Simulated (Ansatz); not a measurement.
A run of Ansatz 0.2.0:

File input.yaml:

```yaml
crystal:
  lattice:
    - [2.6205428149, 0.0, 0.0]
    - [-1.3102714075, 2.2694566494, 0.0]
    - [0.0, 0.0, 2.46635439]
  atoms:
    - { symbol: Si, position: [0.0, 0.0, 0.0] }
hamiltonian:
  xc: pbe0
  pseudopotentials: { kind: paw }
kpoints:
  mp_grid: { grid: [6, 6, 6] }
scf:
  occupations: { method: fermi_dirac, width: 0.05 }
output:
  forces: true
  stress: true
  eigenvalues: true
relax:
  f_tol: 0.01
  max_steps: 40
  cell: { stress_tol: 0.05 }
```

Potentials or basis: Ansatz PAW.

Command:

```bash
$ ansatz run input.yaml --threads 2 --pin off --max-ram 5632MiB --backend cpu --events-out ev --progress --plain --runs-dir out
```

Hardware: 2 threads of Arm Neoverse V2, with other jobs on the host.

Question: Estimate the wall time of this run.

Answer: Run time: 9.4 s on 2 threads of Arm Neoverse V2 (shared host), peak memory 0.45 GiB. Counts: scf iterations 54, plane waves 315, k points 28, bands 6, ion steps 5.
